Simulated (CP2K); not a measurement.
# Al2Cu (Khatyrkite) (I4/mcm) in CP2K: equation of state, part 2 of 2

CP2K 2026.2. Earlier steps stand in the parts before.

### 8 Single point, PBEsol, 15.86 Å³/atom (volume scaled by 1.06)

Input file al2cu_eos.inp:

```
&GLOBAL
  PROJECT al2cu_eos
  RUN_TYPE ENERGY_FORCE
  PRINT_LEVEL LOW
&END GLOBAL
&FORCE_EVAL
  METHOD QS
  STRESS_TENSOR ANALYTICAL
  &DFT
    BASIS_SET_FILE_NAME BASIS_MOLOPT_UZH
    POTENTIAL_FILE_NAME POTENTIAL_UZH
    WFN_RESTART_FILE_NAME previous-RESTART.kp
    &MGRID
      CUTOFF 450
      REL_CUTOFF 60
      NGRIDS 5
    &END MGRID
    &QS
      METHOD GPW
      EPS_DEFAULT 1.0E-10
    &END QS
    &KPOINTS
      SCHEME MONKHORST-PACK 7 7 7
      GAMMA_CENTERED T
      SYMMETRY T
      SYMMETRY_BACKEND SPGLIB
    &END KPOINTS
    &SCF
      SCF_GUESS RESTART
      EPS_SCF 1.0E-6
      MAX_SCF 100
      ADDED_MOS 24
      CHOLESKY OFF
      EPS_EIGVAL 1.0E-7
      &DIAGONALIZATION ON
        ALGORITHM STANDARD
      &END DIAGONALIZATION
      &MIXING ON
        METHOD BROYDEN_MIXING
        ALPHA 0.4
        BETA 1.5
        NBUFFER 8
      &END MIXING
      &SMEAR ON
        METHOD FERMI_DIRAC
        ELECTRONIC_TEMPERATURE 580.23
      &END SMEAR
    &END SCF
    &XC
      &XC_FUNCTIONAL
        &GGA_X_PBE_SOL
        &END GGA_X_PBE_SOL
        &GGA_C_PBE_SOL
        &END GGA_C_PBE_SOL
      &END XC_FUNCTIONAL
    &END XC
    &PRINT
      &KPOINTS ON
      &END KPOINTS
      &MULLIKEN ON
      &END MULLIKEN
      &MO ON
        ENERGIES T
        OCCUPATION_NUMBERS T
        &EACH
          QS_SCF 0
        &END EACH
        ADD_LAST NUMERIC
      &END MO
    &END PRINT
  &END DFT
  &SUBSYS
    &CELL
      ABC 5.0314072192 5.0314072193 5.0314072193
      ALPHA_BETA_GAMMA 104.1342787627 104.1342787625 120.7711012451
      PERIODIC XYZ
    &END CELL
    &COORD
      SCALED
      Cu  0.2500000000 0.2500000000 0.0000000000
      Cu  0.7500000000 0.7500000000 0.0000000000
      Al  0.3419000000 0.1581000000 0.5000000000
      Al  0.8419000000 0.3419000000 0.1838000000
      Al  0.6581000000 0.8419000000 0.5000000000
      Al  0.1581000000 0.6581000000 0.8162000000
    &END COORD
    &KIND Cu
      BASIS_SET TZVP-MOLOPT-PBE-GTH-q11
      POTENTIAL GTH-PBE-q11
    &END KIND
    &KIND Al
      BASIS_SET TZVP-MOLOPT-PBE-GTH-q3
      POTENTIAL GTH-PBE-q3
    &END KIND
    &PRINT
      &ATOMIC_COORDINATES ON
      &END ATOMIC_COORDINATES
      &CELL ON
      &END CELL
      &SYMMETRY ON
      &END SYMMETRY
    &END PRINT
  &END SUBSYS
  &PRINT
    &FORCES ON
    &END FORCES
    &STRESS_TENSOR ON
    &END STRESS_TENSOR
  &END PRINT
&END FORCE_EVAL
```

Potentials or basis: POTENTIAL_UZH Cu GTH-PBE-q11, Al GTH-PBE-q3; TZVP-MOLOPT-PBE-GTH basis.

Started as:

```console
> OMP_NUM_THREADS=1 mpirun -n 3 cp2k.psmp -i al2cu_eos.inp -o al2cu_eos.out
```

al2cu_eos.out:

```text

 CP2K| version string:                                       CP2K version 2026.2
 CP2K| Input file name                                             al2cu_eos.inp

 GLOBAL| Force Environment number                                              1
 GLOBAL| Basis set file name                                    BASIS_MOLOPT_UZH
 GLOBAL| Potential file name                                       POTENTIAL_UZH
 GLOBAL| MM Potential file name                                     MM_POTENTIAL
 GLOBAL| Coordinate file name                                      __STD_INPUT__
 GLOBAL| Method name                                                        CP2K
 GLOBAL| Project name                                                  al2cu_eos
 GLOBAL| Run type                                                   ENERGY_FORCE
 GLOBAL| FFT library                                                       FFTW3
 GLOBAL| Diagonalization library                                       ScaLAPACK
 GLOBAL| Cholesky decomposition library                                ScaLAPACK
 GLOBAL| DGEMM library                                                      BLAS
 GLOBAL| Direct generalized diagonalization requested                          F
 GLOBAL| Matrix multiplication library                                 ScaLAPACK
 GLOBAL| Global print level                                                  LOW
 GLOBAL| Total number of message passing processes                             3
 GLOBAL| Number of threads for this process                                    1
 GLOBAL| CPU model name                                                  UNKNOWN

 CELL| Volume [angstrom^3]:                                            95.142950
 CELL| Vector a [angstrom]:       5.031     0.000     0.000   |a| =     5.031407
 CELL| Vector b [angstrom]:      -2.574     4.323     0.000   |b| =     5.031407
 CELL| Vector c [angstrom]:      -1.229    -2.162     4.374   |c| =     5.031407
 CELL| Angle (b,c), alpha [degree]:                                   104.134279
 CELL| Angle (a,c), beta  [degree]:                                   104.134279
 CELL| Angle (a,b), gamma [degree]:                                   120.771101
 CELL| Numerically orthorhombic:                                              NO
 CELL| Periodicity                                                           XYZ

 CELL_REF| Volume [angstrom^3]:                                        95.142950
 CELL_REF| Vector a [angstrom     5.031     0.000     0.000   |a| =     5.031407
 CELL_REF| Vector b [angstrom    -2.574     4.323     0.000   |b| =     5.031407
 CELL_REF| Vector c [angstrom    -1.229    -2.162     4.374   |c| =     5.031407
[... 159 lines left out ...]
  Electronic entropic energy:                                  -0.00036831950040
  Fermi energy:                                                 0.23627874106299

  Total energy:                                              -103.67571526429174
  Total energy (extrapolated to T->0):                       -103.67553110454153

 MO| EIGENVALUES AND OCCUPATION NUMBERS FOR K POINT 1
 MO|
 MO|  Index      Eigenvalue [a.u.]        Eigenvalue [eV]             Occupation
 MO|      1              -0.039741              -1.081410               2.000000
 MO|      2              -0.036142              -0.983485               2.000000
 MO|      3               0.013096               0.356353               2.000000
 MO|      4               0.030026               0.817061               2.000000
 MO|      5               0.032118               0.873985               2.000000
 MO|      6               0.067214               1.828982               2.000000
[... 644 lines left out ...]
 MO|     40               0.822024              22.368423               0.000000
 MO|     41               0.845616              23.010381               0.000000
 MO| Sum:                                                              33.927556
 MO| E(Fermi):            0.236279 a.u.          6.429472 eV

 [... the levels of further k-points ...]

 !-----------------------------------------------------------------------------!
                     Mulliken Population Analysis

 #  Atom  Element  Kind  Atomic population                           Net charge
       1     Cu       1         11.829252                             -0.829252
       2     Cu       1         11.829255                             -0.829255
       3     Al       2          2.585378                              0.414622
       4     Al       2          2.585372                              0.414628
       5     Al       2          2.585376                              0.414624
       6     Al       2          2.585367                              0.414633
 # Total charge                             34.000000                  0.000000

 !-----------------------------------------------------------------------------!

 ENERGY| Total FORCE_EVAL ( QS ) energy [hartree]           -103.675716236830894

 FORCES| Atomic forces [hartree/bohr]
 FORCES|   Atom     x               y               z               |f|
 FORCES|      1 -1.84603143E-08  9.32057046E-09  9.90334174E-08   1.01169531E-07
 FORCES|      2 -6.07087290E-09  4.56427327E-09 -3.41756956E-08   3.50095167E-08
 FORCES|      3 -1.44013516E-03  8.18581351E-04 -6.97532509E-09   1.65652187E-03
 FORCES|      4 -2.83786565E-08  1.67248670E-08 -1.65650005E-03   1.65650005E-03
 FORCES|      5  1.44017848E-03 -8.18610175E-04 -3.61893757E-08   1.65657377E-03
 FORCES|      6  9.58781169E-09 -1.83383724E-09  1.65647848E-03   1.65647848E-03
 FORCES| Sum    -8.35573944E-12 -4.75793510E-11  1.25022233E-10
 FORCES| Total atomic force                                       1.34030489E-10

 STRESS| Analytical stress tensor [bar]
 STRESS|                        x                   y                   z
 STRESS|      x       -6.96272972106E+04   6.10633677627E+02   2.63627158146E+00
 STRESS|      y        6.10633677627E+02  -6.89001385759E+04   4.40573264097E+00
 STRESS|      z        2.63627158146E+00   4.40573264097E+00  -6.99702904449E+04
 STRESS| 1/3 Trace                                            -6.94992420771E+04
 STRESS| Determinant                                          -3.35644511389E+14

 STRESS| Eigenvectors and eigenvalues of the analytical stress tensor [bar]
 STRESS|                        1                   2                   3
 STRESS| Eigenvalues  -6.99743992429E+04  -6.99703058180E+04  -6.85530211704E+04
 STRESS|      x           0.869074465322      0.022582784241      0.494165550784
 STRESS|      y          -0.493886301185     -0.017000876170      0.869360277279
 STRESS|      z          -0.028033822906      0.999600414198      0.003621699589
```

It took 63 s on 3 MPI ranks of Arm Neoverse V1, shared host.

What came out:

```yaml
Free_energy: -2821.1597 eV
Pressure: -6.9 GPa
Largest_force: 0.085 eV/Å
Band_gap_on_the_k_mesh: none (metal or under the smearing width)
Mulliken_charges: Cu -0.83; Al +0.41 e
```

Caveat: Mulliken charges move with the basis; the potentials were made for another functional, which shifts forces and pressure; the basis of atomic orbitals isn't converged, which shifts pressures, moduli and gaps.

### 9 Equation of state, PBEsol

Potentials or basis: POTENTIAL_UZH Cu GTH-PBE-q11, Al GTH-PBE-q3; TZVP-MOLOPT-PBE-GTH basis.

No new run: the results of the series are fitted here.

What came out:

```yaml
Equilibrium_volume: 14.68 Å³/atom
Bulk_modulus_at_fixed_shape_and_positions: 109 GPa
Pressure_derivative_of_the_bulk_modulus: "6.2 (rough: it moves with the points fitted)"
```

Energy against volume, from the lowest point:
| volume (Å³/atom) | energy (meV/atom) |
| --- | --- |
| 14.062 | 9.72 |
| 14.361 | 2.54 |
| 14.660 | 0.00 |
| 14.960 | 1.62 |
| 15.259 | 6.96 |
| 15.558 | 15.64 |
| 15.857 | 26.50 |

Caveat: the cell was scaled at fixed shape and fractional positions, which overstates the stiffness of a crystal with free parameters, most of all of layers and chains; the potentials were made for another functional, which shifts forces and pressure; the basis of atomic orbitals isn't converged, which shifts pressures, moduli and gaps.
